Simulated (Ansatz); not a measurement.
## From the elastic tensor of NaF to moduli and sound speeds

The calculation used Ansatz, DFT r2SCAN+D3(BJ), scalar-relativistic, plane waves, PAW. Plane waves to 500 eV; Γ-centred k mesh 8×8×8; fixed occupations. No spin polarisation.

The structure is cubic, space group Pm-3m (No. 221). Conventional cell: a = 2.771 Å, b = 2.771 Å, c = 2.771 Å, α = 90.00°, β = 90.00°, γ = 90.00°. Na (site symmetry m-3m) has 8 F at 2.40 Å as nearest neighbours. F (site symmetry m-3m) has 8 Na at 2.40 Å as nearest neighbours.

The cell is the ideal cubic caesium chloride prototype; this isn't the usual structure of the compound.

Relaxed-ion constants (GPa, on the Cartesian axes of the calculation):
C11 = 183.2, C12 = 4.3, C13 = 4.3, C22 = 183.2, C23 = 4.3, C33 = 183.2, C44 = 8.9, C55 = 8.9, C66 = 8.9 GPa; the others vanish.

Density 3.278 g/cm³; 2 atoms in 21.27 Å³.

The values that follow are for a polycrystal of randomly turned grains, by Hill's mean where one number stands. In a crystal this anisotropic the Voigt and Reuss bounds lie far apart, so Hill's mean and the sound speeds and Debye temperature from it are rough.

```json
{"Bulk modulus, Voigt / Reuss / Hill": "63.9 / 63.9 / 63.9 GPa", "Shear modulus, Voigt / Reuss / Hill": "41.1 / 13.9 / 27.5 GPa", "Young's modulus": "72 GPa", "Poisson ratio": "0.312", "Pugh ratio B/G": "2.32", "Universal anisotropy index": "9.78", "Longitudinal and transverse sound speeds": "5540 and 2897 m/s", "Debye temperature from the mean sound speed": "439 K"}
```

Cost: 1 run of about 0.57 core-minutes, on Intel Xeon Processor @ 2.50GHz (Skylake/Cascade Lake) (shared hosts).